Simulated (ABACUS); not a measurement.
# GaN (F-43m) in ABACUS: equation of state

Aim: energy against volume of GaN in PBE, for its equilibrium volume and stiffness.

Program: ABACUS 3.10.1. These are calculated values, not measurements. Logs are shortened: lines on timing, memory, paths and dates and some standing lists are left out, and cuts for length are marked.

## Step 1: The structure

Symmetry: F-43m, No. 216, cubic system. Conventional cell: a = 4.507 Å, b = 4.507 Å, c = 4.507 Å, α = 90.00°, β = 90.00°, γ = 90.00°. Around Ga (site symmetry -43m) lie 4 N at 1.95 Å. N (site symmetry -43m) has 4 Ga at 1.95 Å as nearest neighbours.

The cell is a database's computed one.

## Step 2: Equation of state, PBE, 10.76 Å³/atom (volume scaled by 0.94)

INPUT

```
INPUT_PARAMETERS
suffix              GaN
calculation         scf
basis_type          pw
pseudo_dir          ./
symmetry            1
dft_functional      pbe
ecutwfc             84
pseudo_rcut         10
nspin               1
nbands              13
ks_solver           dav
smearing_method     fd
smearing_sigma      0.00367493
scf_thr             1e-08
scf_nmax            100
mixing_type         broyden
mixing_beta         0.7
cal_force           1
cal_stress          1
kpar                4
```

STRU

```
ATOMIC_SPECIES
Ga 69.7230 Ga.upf
N 14.0070 N.upf

LATTICE_CONSTANT
1.8897261246

LATTICE_VECTORS
0.0000000000 2.2074978911 2.2074978911
2.2074978911 0.0000000000 2.2074978911
2.2074978911 2.2074978911 0.0000000000

ATOMIC_POSITIONS
Direct

Ga
0.0
1
0.0000000000 0.0000000000 0.0000000000 1 1 1

N
0.0
1
0.2500000000 0.2500000000 0.2500000000 1 1 1
```

KPT

```
K_POINTS
0
Gamma
10 10 10 0 0 0
```

Potentials or basis: PseudoDojo NC SR 0.4.1 PBE standard, plane waves.

On the command line:

```sh
$ OMP_NUM_THREADS=1 mpirun -np 4 abacus > log
```

running log:

```text
ABACUS v3.10.1

               Atomic-orbital Based Ab-initio Computation at UStc

 ------------------------------------------------------------------------------------

 READING GENERAL INFORMATION
                           global_out_dir = OUT.GaN/
                           global_in_card = INPUT
                               pseudo_dir = ./
                              orbital_dir =
                                    DSIZE = 4
                                    GSIZE = 1

 READING UNITCELL INFORMATION
                                    ntype = 2
                  lattice constant (Bohr) = 1.88973
              lattice constant (Angstrom) = 1

 READING ATOM TYPE 1
                               atom label = Ga
                      L=0, number of zeta = 1
                      L=1, number of zeta = 1
                      L=2, number of zeta = 1
             number of atom for this type = 1

 READING ATOM TYPE 2
                               atom label = N
                      L=0, number of zeta = 1
                      L=1, number of zeta = 1
                      L=2, number of zeta = 1
             number of atom for this type = 1

                        TOTAL ATOM NUMBER = 2
DIRECT COORDINATES
    atom                   x                   y                   z     mag                  vx                  vy                  vz
taud_Ga1            0.0000000000        0.0000000000        0.0000000000  0.0000        0.0000000000        0.0000000000        0.0000000000
taud_N1            0.2500000000        0.2500000000        0.2500000000  0.0000        0.0000000000        0.0000000000        0.0000000000

                          Volume (Bohr^3) = 145.187
                             Volume (A^3) = 21.5145

 Lattice vectors: (Cartesian coordinate: in unit of a_0)
                   +0             +2.2075             +2.2075
              +2.2075                  +0             +2.2075
              +2.2075             +2.2075                  +0
 Reciprocal vectors: (Cartesian coordinate: in unit of 2 pi/a_0)
            -0.226501           +0.226501           +0.226501
            +0.226501           -0.226501           +0.226501
            +0.226501           +0.226501           -0.226501
 The esolver type has been set to : ksdft_pw

                PAO radial cut off (Bohr) = 10

 Read in pseudopotential file is Ga.upf
                     pseudopotential type = NC
          exchange-correlation functional = PBE
                 nonlocal core correction = 1
                        valence electrons = 13
                                     lmax = 2
                           number of zeta = 3
                     number of projectors = 6
                           L of projector = 0
[... 5 lines left out ...]
                PAO radial cut off (Bohr) = 10

 Read in pseudopotential file is N.upf
                     pseudopotential type = NC
          exchange-correlation functional = PBE
                 nonlocal core correction = 1
                        valence electrons = 5
                                     lmax = 1
                           number of zeta = 2
                     number of projectors = 4
                           L of projector = 0
                           L of projector = 0
                           L of projector = 1
                           L of projector = 1
     initial pseudo atomic orbital number = 13

 SETUP THE ELECTRONS NUMBER
            electron number of element Ga = 13
      total electron number of element Ga = 13
             electron number of element N = 5
       total electron number of element N = 5
            AUTOSET number of electrons:  = 18
                           occupied bands = 9
                                   NBANDS = 13
                                   NLOCAL = 18

%%%%%%%%%%%%%%%%%%%%%%%%%%%%%%%%%%%%%%%%%%%%%%%%%%%%%%%%%%%%%%%%%%%%%%%%%%%%%%%%%%%%%%%%%%%%%%%%%%%%%%%%%%
 Warning: the number of valence electrons in pseudopotential > 3 for Ga: [Ar] 3d10 4s2 4p1
 Pseudopotentials with additional electrons can yield (more) accurate outcomes, but may be less efficient.
 If you're confident that your chosen pseudopotential is appropriate, you can safely ignore this warning.
%%%%%%%%%%%%%%%%%%%%%%%%%%%%%%%%%%%%%%%%%%%%%%%%%%%%%%%%%%%%%%%%%%%%%%%%%%%%%%%%%%%%%%%%%%%%%%%%%%%%%%%%%%

 SETUP THE PLANE WAVE BASIS
 energy cutoff for charge/potential (unit:Ry) = 336
            fft grid for charge/potential = [ 36, 36, 36 ]
                        fft grid division = [ 1, 1, 1 ]
        big fft grid for charge/potential = [ 36, 36, 36 ]
                                     nbxx = 46656
                                     nrxx = 46656

 SETUP PLANE WAVES FOR CHARGE/POTENTIAL
                    number of plane waves = 15089
                         number of sticks = 805

 PARALLEL PW FOR CHARGE/POTENTIAL
     PROC   COLUMNS(POT)             PW
        1            805          15089
 --------------- sum -------------------
        1            805          15089
                            number of |g| = 200
                                  max |g| = 30.3711
                                  min |g| = 0

----------- Double Check Mixing Parameters Begin ------------
mixing_type: broyden
mixing_beta: 0.7
mixing_gg0: 1
mixing_gg0_min: 0.1
mixing_ndim: 8
----------- Double Check Mixing Parameters End ------------

 LATTICE VECTORS: (CARTESIAN COORDINATE: IN UNIT OF A0)
                   +0             +2.2075             +2.2075
              +2.2075                  +0             +2.2075
              +2.2075             +2.2075                  +0
                       right hand lattice = 1
                                   NORM_A = 3.12187
                                   NORM_B = 3.12187
                                   NORM_C = 3.12187
                           ALPHA (DEGREE) = 60
                           BETA  (DEGREE) = 60
                           GAMMA (DEGREE) = 60

 The lattice vectors have been changed (STRU_SIMPLE.cif)

(for optimal symmetric configuration:)
                             BRAVAIS TYPE = 3
                     BRAVAIS LATTICE NAME = 03. Cubic F (face-centered)
                                    ibrav = 3
                                    IBRAV = 3
                                  BRAVAIS = FACE CENTERED CUBIC
                       LATTICE CONSTANT A = 4.415
Original cell was already a primitive cell.
                        ROTATION MATRICES = 48
              PURE POINT GROUP OPERATIONS = 24
                   SPACE GROUP OPERATIONS = 24
                                       C2 = 3
                                       C3 = 8
                                       C4 = 0
                                       C6 = 0
                                       S1 = 6
                                       S3 = 0
                                       S4 = 6
                                       S6 = 0
                              POINT GROUP = T_d
                                       C2 = 3
                                       C3 = 8
                                       C4 = 0
                                       C6 = 0
                                       S1 = 6
                                       S3 = 0
                                       S4 = 6
                                       S6 = 0
               POINT GROUP IN SPACE GROUP = T_d

 SETUP K-POINTS
                                    nspin = 1
                   Input type of k points = Monkhorst-Pack(Gamma)
                                   nkstot = 1000
                       right hand lattice = 1
(for reciprocal lattice: )
                             BRAVAIS TYPE = 2
                     BRAVAIS LATTICE NAME = 02. Cubic I (body-centered)
                                    ibrav = 2
                       right hand lattice = 1
(for k-lattice: )
                             BRAVAIS TYPE = 2
                     BRAVAIS LATTICE NAME = 02. Cubic I (body-centered)
                                    ibrav = 2
                       right hand lattice = 1
                        ROTATION MATRICES = 48
                               nkstot_ibz = 47
K-POINTS REDUCTION ACCORDING TO SYMMETRY
     IBZ    DIRECT_X    DIRECT_Y    DIRECT_Z  WEIGHT  ibz2bz
       1  0.00000000  0.00000000  0.00000000  0.0010       0
       2  0.10000000  0.10000000  0.10000000  0.0080       1
       3  0.20000000  0.20000000  0.20000000  0.0080       2
       4  0.30000000  0.30000000  0.30000000  0.0080       3
       5  0.40000000  0.40000000  0.40000000  0.0080       4
       6  0.50000000  0.50000000  0.50000000  0.0040       5
[... 22 lines left out ...]
      29  0.50000000  0.50000000  0.10000000  0.0240      45
      30 -0.20000000  0.40000000  0.40000000  0.0120      46
[... 17 further k points ...]

                               nkstot now = 47
[... K-POINTS DIRECT COORDINATES: 47 rows ...]

           k-point number in this process = 12
       minimum distributed K point number = 11
[... stars of the k points ...]

[... K-POINTS CARTESIAN COORDINATES: 12 rows ...]

[... K-POINTS DIRECT COORDINATES: 12 rows ...]

 SETUP PLANE WAVES FOR WAVE FUNCTIONS
     energy cutoff for wavefunc (unit:Ry) = 84
              fft grid for wave functions = [ 36, 36, 36 ]
                    number of plane waves = 2277
                         number of sticks = 235

 PARALLEL PW FOR WAVE FUNCTIONS
     PROC   COLUMNS(POT)             PW
        1            235           2277
 --------------- sum -------------------
        1            235           2277

 SETUP NONLOCAL PSEUDOPOTENTIALS IN PLANE WAVE BASIS
 Ga non-local projectors:
 projector 1 L=0
 projector 2 L=0
 projector 3 L=1
 projector 4 L=1
 projector 5 L=2
 projector 6 L=2
 N non-local projectors:
 projector 1 L=0
 projector 2 L=0
 projector 3 L=1
 projector 4 L=1
      TOTAL NUMBER OF NONLOCAL PROJECTORS = 26

 Init Non-Local PseudoPotential table :
 Init Non-Local-Pseudopotential done.

                                     npwx = 1917

 Make real space PAO into reciprocal space.
       max mesh points in Pseudopotential = 1001
     dq(describe PAO in reciprocal space) = 0.01
                                    max q = 1104

 number of pseudo atomic orbitals for Ga is 3
WARNING: norm of atomic wavefunction # 2 of atomic type Ga is 0.999997, renormalized
WARNING: norm of atomic wavefunction # 3 of atomic type Ga is 0.998668, renormalized

 number of pseudo atomic orbitals for N is 2
WARNING: norm of atomic wavefunction # 2 of atomic type N is 0.999999, renormalized

 -------------------------------------------
 SELF-CONSISTENT
 -------------------------------------------
                                 init_chg = atomic

 PW ALGORITHM --------------- ION=   1  ELEC=   1--------------------------------

 Density error is 0.530086370193
                          Error Threshold = 0.01
----------------------------------------------------------
     Energy           Rydberg                 eV
----------------------------------------------------------
 E_KohnSham     -173.5401191352      -2361.1344518379
 E_Harris       -173.5707674095      -2361.5514430019
 E_Fermi        0.8233180815         11.2018171743
----------------------------------------------------------
[... 75 lines left out ...]
 Density error is 7.44087089801e-09
                          Error Threshold = 1.19900316874e-09
----------------------------------------------------------
     Energy           Rydberg                 eV
----------------------------------------------------------
 E_KohnSham     -173.7524416914      -2364.0232484153
 E_KS(sigma->0) -173.7524416914      -2364.0232484153
 E_Harris       -173.7520583221      -2364.0180324094
 E_band         1.9768696392         26.8966912958
 E_one_elec     -48.8924048580       -665.2152949915
 E_Hartree      42.4674010664        577.7986337537
 E_xc           -48.2217093910       -656.0900150174
 E_Ewald        -119.1057285088      -1620.5165721601
 E_entropy(-TS) -0.0000000000        -0.0000000000
 E_descf        0.0000000000         0.0000000000
 E_exx          0.0000000000         0.0000000000
 E_Fermi        0.9306366537         12.6619612585
----------------------------------------------------------

 charge density convergence is achieved
 final etot is -2364.0232484 eV
 EFERMI = 12.661961258 eV

 STATE ENERGY(eV) AND OCCUPATIONS    NSPIN == 1
 1/12 kpoint (Cartesian) = 0.0000 0.0000 0.0000 (1917 pws)
       1       -4.82937     0.00200000
       2       -2.02957     0.00200000
       3       -2.02957     0.00200000
       4       -2.02957     0.00200000
       5       -1.65679     0.00200000
       6       -1.65679     0.00200000
       7        11.6199     0.00200000
       8        11.6199     0.00200000
       9        11.6199     0.00200000
      10        13.7836    3.61789e-13
      11        22.3774    8.20523e-88
      12        22.3774    8.20523e-88
      13        22.3774    8.20523e-88
[... 61 lines left out ...]
 6/12 kpoint (Cartesian) = 0.11325 0.11325 0.11325 (1892 pws)
       1       -3.77991     0.00800000
       2       -1.92827     0.00800000
       3       -1.92827     0.00800000
       4       -1.60100     0.00800000
       5       -1.60100     0.00800000
       6      -0.345195     0.00800000
       7        4.18333     0.00800000
       8        10.5778     0.00800000
       9        10.5778     0.00800000
      10        16.7288    3.78929e-38
      11        20.6654    2.43458e-72
      12        22.3508    5.58632e-87
      13        22.3508    5.58632e-87

[... levels at 6 further k points ...]

------------------------------------------------------------------------------------------
 TOTAL-FORCE (eV/Angstrom)
------------------------------------------------------------------------------------------
                       Ga1         0.0000000000         0.0000000000         0.0000000000
                        N1         0.0000000000         0.0000000000         0.0000000000
------------------------------------------------------------------------------------------

----------------------------------------------------------------
 TOTAL-STRESS (KBAR)
----------------------------------------------------------------
       189.6460103149        -0.0000000000        -0.0000000000
        -0.0000000000       189.6460103149         0.0000000000
        -0.0000000000         0.0000000000       189.6460103149
----------------------------------------------------------------
 TOTAL-PRESSURE: 189.646010 KBAR

 --------------------------------------------
 !FINAL_ETOT_IS -2364.0232484153143560 eV
 --------------------------------------------
```

Wall time 4.1 s (4 MPI ranks of Intel Xeon Platinum 8488C (Sapphire Rapids), shared host); peak memory 0.28 GiB.

What came out:

```
Free energy            : -2364.0232 eV
Pressure               : 19.0 GPa
Band gap on the k mesh : 2.16 eV, direct
```

## Step 3: Equation of state, PBE, 10.99 Å³/atom (volume scaled by 0.96)

INPUT is that of step 2.

STRU, as its differences from that of step 2:

```diff
@@ -8,5 +8,5 @@
 LATTICE_VECTORS
-0.0000000000 2.2074978911 2.2074978911
-2.2074978911 0.0000000000 2.2074978911
-2.2074978911 2.2074978911 0.0000000000
+0.0000000000 2.2230441631 2.2230441631
+2.2230441631 0.0000000000 2.2230441631
+2.2230441631 2.2230441631 0.0000000000
```

KPT is that of step 2.

Potentials or basis: PseudoDojo NC SR 0.4.1 PBE standard, plane waves.

On the command line:

```sh
$ OMP_NUM_THREADS=1 mpirun -np 4 abacus > log
```

It took 4.1 s on 4 MPI ranks of Intel Xeon Platinum 8488C (Sapphire Rapids), shared host; peak memory 0.28 GiB.

Results (log left out):

```yaml
Free_energy: -2364.0700 eV
Pressure: 13.9 GPa
Band_gap_on_the_k_mesh: 2.03 eV, direct
```

## Step 4: Equation of state, PBE, 11.21 Å³/atom (volume scaled by 0.98)

INPUT is that of step 3.

STRU, as its differences from that of step 3:

```diff
@@ -8,5 +8,5 @@
 LATTICE_VECTORS
-0.0000000000 2.2230441631 2.2230441631
-2.2230441631 0.0000000000 2.2230441631
-2.2230441631 2.2230441631 0.0000000000
+0.0000000000 2.2383759866 2.2383759866
+2.2383759866 0.0000000000 2.2383759866
+2.2383759866 2.2383759866 0.0000000000
```

KPT is that of step 3.

On the command line:

```sh
$ OMP_NUM_THREADS=1 mpirun -np 4 abacus > log
```

Run time: 3.8 s. Hardware: 4 MPI ranks of Intel Xeon Platinum 8488C (Sapphire Rapids), shared host; peak memory 0.28 GiB.

The run converged. Its results:

```
Free energy            : -2364.1030 eV
Pressure               : 9.3 GPa
Band gap on the k mesh : 1.89 eV, direct
```

## Step 5: Equation of state, PBE, 11.44 Å³/atom

INPUT is that of step 4.

STRU, as its differences from that of step 4:

```diff
@@ -8,5 +8,5 @@
 LATTICE_VECTORS
-0.0000000000 2.2383759866 2.2383759866
-2.2383759866 0.0000000000 2.2383759866
-2.2383759866 2.2383759866 0.0000000000
+0.0000000000 2.2535006075 2.2535006075
+2.2535006075 0.0000000000 2.2535006075
+2.2535006075 2.2535006075 0.0000000000
```

KPT is that of step 4.

On the command line:

```sh
$ OMP_NUM_THREADS=1 mpirun -np 4 abacus > log
```

It took 4.6 s on 4 MPI ranks of Intel Xeon Platinum 8488C (Sapphire Rapids), shared host; peak memory 0.28 GiB.

The run converged. Its results:

```yaml
Free_energy: -2364.1237 eV
Pressure: 5.2 GPa
Band_gap_on_the_k_mesh: 1.76 eV, direct
```

## Step 6: Equation of state, PBE, 11.67 Å³/atom (volume scaled by 1.02)

INPUT is that of step 5.

STRU, as its differences from that of step 5:

```diff
@@ -8,5 +8,5 @@
 LATTICE_VECTORS
-0.0000000000 2.2535006075 2.2535006075
-2.2535006075 0.0000000000 2.2535006075
-2.2535006075 2.2535006075 0.0000000000
+0.0000000000 2.2684248875 2.2684248875
+2.2684248875 0.0000000000 2.2684248875
+2.2684248875 2.2684248875 0.0000000000
```

KPT is that of step 5.

Potentials or basis: PseudoDojo NC SR 0.4.1 PBE standard, plane waves.

On the command line:

```sh
$ OMP_NUM_THREADS=1 mpirun -np 4 abacus > log
```

Wall time 5.1 s (4 MPI ranks of Intel Xeon Platinum 8488C (Sapphire Rapids), shared host); peak memory 0.28 GiB.

Results (log left out):

| Item | Value |
| --- | --- |
| Free energy | -2364.1332 eV |
| Pressure | 1.5 GPa |
| Band gap on the k mesh | 1.63 eV, direct |

## Step 7: Equation of state, PBE, 11.90 Å³/atom (volume scaled by 1.04)

INPUT is that of step 6.

STRU, as its differences from that of step 6:

```diff
@@ -8,5 +8,5 @@
 LATTICE_VECTORS
-0.0000000000 2.2684248875 2.2684248875
-2.2684248875 0.0000000000 2.2684248875
-2.2684248875 2.2684248875 0.0000000000
+0.0000000000 2.2831553320 2.2831553320
+2.2831553320 0.0000000000 2.2831553320
+2.2831553320 2.2831553320 0.0000000000
```

KPT is that of step 6.

On the command line:

```sh
$ OMP_NUM_THREADS=1 mpirun -np 4 abacus > log
```

It took 5 s on 4 MPI ranks of Intel Xeon Platinum 8488C (Sapphire Rapids), shared host; peak memory 0.28 GiB.

It converged, with:

```yaml
Free_energy: -2364.1326 eV
Pressure: -1.8 GPa
Band_gap_on_the_k_mesh: 1.50 eV, direct
```

## Step 8: Equation of state, PBE, 12.13 Å³/atom (volume scaled by 1.06)

INPUT is that of step 7.

STRU, as its differences from that of step 7:

```diff
@@ -8,5 +8,5 @@
 LATTICE_VECTORS
-0.0000000000 2.2831553320 2.2831553320
-2.2831553320 0.0000000000 2.2831553320
-2.2831553320 2.2831553320 0.0000000000
+0.0000000000 2.2976981147 2.2976981147
+2.2976981147 0.0000000000 2.2976981147
+2.2976981147 2.2976981147 0.0000000000
```

KPT is that of step 7.

On the command line:

```sh
$ OMP_NUM_THREADS=1 mpirun -np 4 abacus > log
```

It took 4.7 s on 4 MPI ranks of Intel Xeon Platinum 8488C (Sapphire Rapids), shared host; peak memory 0.28 GiB.

The run converged. Its results:

```yaml
Free_energy: -2364.1231 eV
Pressure: -4.8 GPa
Band_gap_on_the_k_mesh: 1.38 eV, direct
```

## Step 9: Equation of state, PBE

Potentials or basis: PseudoDojo NC SR 0.4.1 PBE standard, plane waves.

This step only gathers the single runs of the series.

Results:

| Quantity | Value |
| --- | --- |
| Equilibrium volume | 11.77 Å³/atom |
| Bulk modulus | 172 GPa |
| Pressure derivative of the bulk modulus | 4.4 |

Energy against volume, from the lowest point:
| volume (Å³/atom) | energy (meV/atom) |
| --- | --- |
| 10.757 | 54.96 |
| 10.986 | 31.57 |
| 11.215 | 15.06 |
| 11.444 | 4.74 |
| 11.673 | 0.00 |
| 11.902 | 0.27 |
| 12.131 | 5.06 |
